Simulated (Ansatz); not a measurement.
Rh:

```
Rh
1.0
     0.00000    1.89785    1.89785
     1.89785    0.00000    1.89785
     1.89785    1.89785    0.00000
Rh
1
Direct
  0.00000 0.00000 0.00000
```

- Program: Ansatz 0.2.0
- Task: relaxation of cell and atoms
- Functional: BLYP
- Potentials or basis: all-electron LAPW, scalar-relativistic
- Basis error allowed: 0.001 eV/atom
- k mesh: 12 × 12 × 12
- Occupations: fermi-dirac, width 0.05 eV
- Spin: no spin polarisation

At the start: volume 13.67 Å³/atom.

Task: How do energy, volume and symmetry change on relaxing?

Result: Over 6 steps the energy falls by 69.9 meV/atom and the volume is 14.81 Å³/atom (+8.4 %); space group Fm-3m (No. 225, to 0.05 Å).

The path:
| step | energy change (eV) | largest force (eV/Å) | volume (Å³) |
| --- | --- | --- | --- |
| 1 | 0.0000 | 0.0000 | 13.67 |
| 2 | -0.0437 | 0.0000 | 15.62 |
| 3 | -0.0692 | 0.0000 | 14.94 |
| 4 | -0.0699 | 0.0000 | 14.82 |
| 5 | -0.0699 | 0.0000 | 14.81 |
| 6 | -0.0699 | 0.0000 | 14.81 |

Final structure:
```xyz
1
Lattice="0.0000 1.9493 1.9493 1.9493 0.0000 1.9493 1.9493 1.9493 0.0000" Properties=species:S:1:pos:R:3 pbc="T T T"
Rh    0.0000    0.0000    0.0000
```
